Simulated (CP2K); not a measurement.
CdO (Monteponite):

```
Cd O
1.0
     3.32269    0.00000    0.00000
     1.66135    2.87754    0.00000
     1.66135    0.95918    2.71297
Cd O
1 1
Direct
  0.00000 0.00000 0.00000
  0.50000 0.50000 0.50000
```

| Quantity | Value |
| --- | --- |
| Program | CP2K 2026.2 |
| Task | single point |
| Functional | PBE |
| Potentials or basis | POTENTIAL_UZH Cd GTH-PBE-q12, O GTH-PBE-q6; TZVP-MOLOPT-PBE-GTH basis |
| Density cutoff | 8163 eV |
| k mesh | 10 × 10 × 10 |
| Occupations | fermi-dirac, width 0.05 eV |
| Spin | no spin polarisation |

On this cell: pressure 7.7 GPa; largest force zero by symmetry; band gap on the k mesh none (metal or under the smearing width).

The same run follows on a disturbed copy (atoms moved at random, drawn with an rms of 0.05 Å):

```
Cd O
1.0
     3.32269    0.00000    0.00000
     1.66135    2.87754    0.00000
     1.66135    0.95918    2.71297
Cd O
1 1
Direct
  0.00446 0.99046 0.99858
  0.49245 0.49773 0.50237
```

Task: What does the disturbed cell give?

Result: The energy (extrapolated to zero smearing) moves by +1.2 meV/atom; pressure 7.8 GPa; largest force 0.135 eV/Å; band gap on the k mesh none (metal or under the smearing width).

Forces in eV/Å, atoms in the order of the input:
```
Cd  -0.085  0.097  0.041
O    0.085 -0.097 -0.040
```

Caveats: the basis of atomic orbitals isn't converged, which shifts pressures, moduli and gaps.
